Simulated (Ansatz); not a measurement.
Crystal: Zn.

```xyz
1
Lattice="0.0000 1.9648 1.9648 1.9648 0.0000 1.9648 1.9648 1.9648 0.0000" Properties=species:S:1:pos:R:3 pbc="T T T"
Zn    0.0000    0.0000    0.0000
```

This isn't the form of Zn at room conditions, which is hcp.

Program: Ansatz 0.2.0. Alike in all runs: potentials or basis Ansatz PAW; no spin polarisation; cell as given; cutoff (eV) 420; smearing fermi-dirac 0.05 eV.

Problem. Order these runs on this cell by their pressure, lowest first.
A. level BLYP; k mesh 12 × 12 × 12; points for each segment of the path 14; mesh quality not flagged
B. level PBEsol0; k mesh 6 × 6 × 6; mesh quality coarse
C. level PBE0; k mesh 6 × 6 × 6; mesh quality coarse

Solution. B (-4.4 GPa), C (-0.9 GPa), A (6.0 GPa).

Caveats: some runs use coarse meshes; the PAW data sets come from PBE, with cores solved anew for the run's functional, which leaves a small shift of forces and pressure; the thresholds are loose for stress (some runs).

Runs at the PBE level aren't shown here.
